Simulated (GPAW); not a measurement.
**CuO in GPAW: convergence with convergence criteria**

The system is CuO.

```xyz
2
Lattice="2.8363 0.0000 0.0000 -1.4182 2.4563 0.0000 0.0000 0.0000 2.7681" Properties=species:S:1:pos:R:3 pbc="T T T"
Cu    0.0000    0.0000    0.0000
O     1.4182    0.8188    1.3841
```

Measurements of this composition are mostly on another form, of space group No. 15.

- Program: GPAW 26.7.0
- Task: convergence study
- Functional: PBE
- Potentials or basis: GPAW PAW data sets (gpaw-data 1.2.1)
- Cutoff: 800 eV
- Basis: pw
- k mesh: 8 × 8 × 7
- Occupations: fermi-dirac, width 0.05 eV
- Spin: no spin polarisation

These are the settings of the first run; the series varies convergence criteria, with any setting tied to it.

Hardware: 1 thread of Arm Neoverse V1, with other jobs on the host.

| convergence criteria | energy less the tightest run, at zero smearing (meV/atom) | pressure (GPa) | SCF cycles | CPU time (s) | peak memory (GiB) |
| --- | --- | --- | --- | --- | --- |
| density=0.001 energy=0.01 eigenstates=0.0001 | 0.00 | 0.76 | 8 | 12 | 0.15 |
| default | 0.00 | 0.72 | 10 | 14 | 0.15 |
| density=1e-05 energy=1e-05 | 0.00 | 0.71 | 11 | 15 | 0.15 |
| density=1e-05 forces=0.0001 | 0.00 | 0.71 | 12 | 15 | 0.15 |
| density=1e-06 energy=1e-06 eigenstates=1e-10 | 0.00 | 0.71 | 13 | 17 | 0.15 |

Against the tightest run, the energy stays within 1 meV/atom from density=0.001 energy=0.01 eigenstates=0.0001 on; the pressure stays within 0.1 GPa from density=0.001 energy=0.01 eigenstates=0.0001 on. The tightest run that finished is the yardstick and may itself not be fully converged.

Caveat, for the tightest run too: with this Cu data set, volumes or pressures lay over 1.5 % or 2 GPa off other programs in two to four cells of ten; an odd number of electrons without spin polarisation forces a metal; a magnetic or distorted state may lie lower; the run has no spin polarisation, though such a crystal can be magnetic.
